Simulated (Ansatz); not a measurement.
A surface is cut from this relaxed crystal of HfO2:

```cif
data_structure
_symmetry_space_group_name_H-M 'P 1'
_symmetry_Int_Tables_number 1
_cell_length_a 3.5768
_cell_length_b 3.5768
_cell_length_c 3.5768
_cell_angle_alpha 60.000
_cell_angle_beta 60.000
_cell_angle_gamma 60.000
_cell_volume 32.36
loop_
_atom_site_label
_atom_site_type_symbol
_atom_site_fract_x
_atom_site_fract_y
_atom_site_fract_z
_atom_site_occupancy
Hf1 Hf 0.00000 0.00000 0.00000 1
O1 O 0.25000 0.25000 0.25000 1
O2 O 0.75000 0.75000 0.75000 1
```

Miller indices refer to the conventional cell of Fm-3m (No. 225), a = 5.058 Å, b = 5.058 Å, c = 5.058 Å, α = 90.00°, β = 90.00°, γ = 90.00°. The bulk's gap is 4.30 eV.

The (100) slab of 9 planes, 10.1 Å thick with 15 Å of vacuum as cut; outer planes Hf (top) and Hf (bottom).

Method: DFT r2SCAN, scalar-relativistic, plane waves, PAW in Ansatz 0.2.0. Cutoff 500 eV; k points 8×8×1 on the computed 13-atom cell (Γ-centred); Gaussian smearing, width 0.05 eV; no spin polarisation. A dipole correction removes the field between periodic images along c.

The slab isn't stoichiometric (Hf5O8), so its surface energy depends on the chemical potentials; it is given with the excess atoms taken from the element's standard state, a limit at which the compound may itself be unstable, so the figure can be too low.

Results for the relaxed slab:

```json
{
  "Surface energy with the excess atoms taken from the elements": "2.81 J/m²",
  "Gap of the slab on the mesh": "0.17 eV",
  "Bulk valence band top under the vacuum level": "8.81 eV",
  "Bulk conduction band bottom under the vacuum level": "4.51 eV"
}
```

Relaxation lowers the energy by 0.116 J/m² a face; the largest move is 0.104 Å.

| plane (bottom to top) | atoms | spacing to next, bulk (Å) | relaxed (Å) | change (%) |
| --- | --- | --- | --- | --- |
| 1 | Hf | 1.265 | 1.164 | -7.9 |
| 2 | O2 | 1.265 | 1.264 | 0.0 |
| 3 | Hf | 1.265 | 1.260 | -0.3 |
| 4 | O2 | 1.265 | 1.265 | 0.0 |
| 5 | Hf | 1.265 | 1.265 | 0.0 |
| 6 | O2 | 1.265 | 1.260 | -0.3 |
| 7 | Hf | 1.265 | 1.264 | 0.0 |
| 8 | O2 | 1.265 | 1.164 | -7.9 |
| 9 | Hf |  |  |  |

Spin-orbit coupling is left out, which matters for the bands of heavy elements. Gaps are read on the k points sampled, so a band crossing between them can be missed.

The reference crystal is the fluorite-type form of HfO2, which isn't its usual structure.